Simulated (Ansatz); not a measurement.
**ZrSe2 (CdI2 type) under strain**

ZrSe2 built on the CdI2 prototype, relaxed with r2SCAN+rVV10 in Ansatz 0.2.0. It is trigonal, P-3m1 (No. 164); a = 3.788 Å, c = 6.180 Å in the conventional setting, 25.60 Å³ an atom. Around Zr lie 6 Se at 2.69 Å; around Se lie 3 Zr at 2.69 Å.

The axes x, y and z are those of this cell:
```
Zr Se
1.0
     3.78811    0.00000    0.00000
    -1.89406    3.28060    0.00000
     0.00000    0.00000    6.18006
Zr Se
1 2
Cartesian
  0.0000 0.0000 0.0000
  0.0000 2.1871 1.5686
  1.8941 1.0935 4.6115
```

Unstrained: The PBE gap is indirect, 0.306 eV (k = (-0.047, 0.021, 0) to L), below the direct gap of 1.052 eV at Γ. With r2SCAN the valence top lies at k = (-0.047, 0.021, 0) and the conduction bottom at L, 0.608 eV higher; the smallest vertical gap, at Γ, is 1.348 eV. With HSE06 the valence top lies at k = (-0.047, 0.021, 0) and the conduction bottom at L, 0.953 eV higher; the smallest vertical gap, at Γ, is 1.793 eV. Meshes: PBE 12×12×4, r2SCAN 12×12×4, HSE06 6×6×4. Strains are changes of length per length. After each strain the atoms were relaxed again with r2SCAN+rVV10 within the symmetry that the strain leaves, so tilts or polar shifts that break it weren't tested; points keep the names that they have in the unstrained zone. No spin polarisation and no zero-point or thermal motion.

Changes of the least gap in eV (an overlap counts as a negative gap):
```json
{"strain": "biaxial +3.72 % in x and y, z held", "volume change (%)": "+7.6", "space group": "P-3m1", "PBE": "+0.201", "r2SCAN": "+0.198", "HSE06": "+0.237"}
{"strain": "uniaxial +3.09 % along z", "volume change (%)": "+3.1", "space group": "P-3m1", "PBE": "+0.054", "r2SCAN": "+0.068", "HSE06": "–"}
```

Biaxial +3.72 % in x and y, z held. HSE06: the gap goes from 0.953 to 1.190 eV (+0.237 eV); the edges go from (-0.047, 0.021, 0) → L to (-0.036, 0.016, 0) → L. Stress change with PBE, compression positive: xx -4.20, yy -4.20, zz -0.82 GPa.

Uniaxial +3.09 % along z, other directions held. r2SCAN: the gap goes from 0.608 to 0.676 eV (+0.068 eV); the edges go from (-0.047, 0.021, 0) → L to Γ → L. Stress change with PBE, compression positive: xx -0.22, yy -0.22, zz -0.85 GPa.

The runs are scalar-relativistic, without spin-orbit coupling.

Where an edge lies off the special points, it is a point of the mesh or the k point where a search put PBE's edge or least direct gap, reused for the other functionals, whose own edges may lie a little apart.

Coordinates of k points refer to the reciprocal vectors of the primitive cell of the runs.

The meshes of the hybrids are coarse, so their gaps aren't converged to the digits shown.
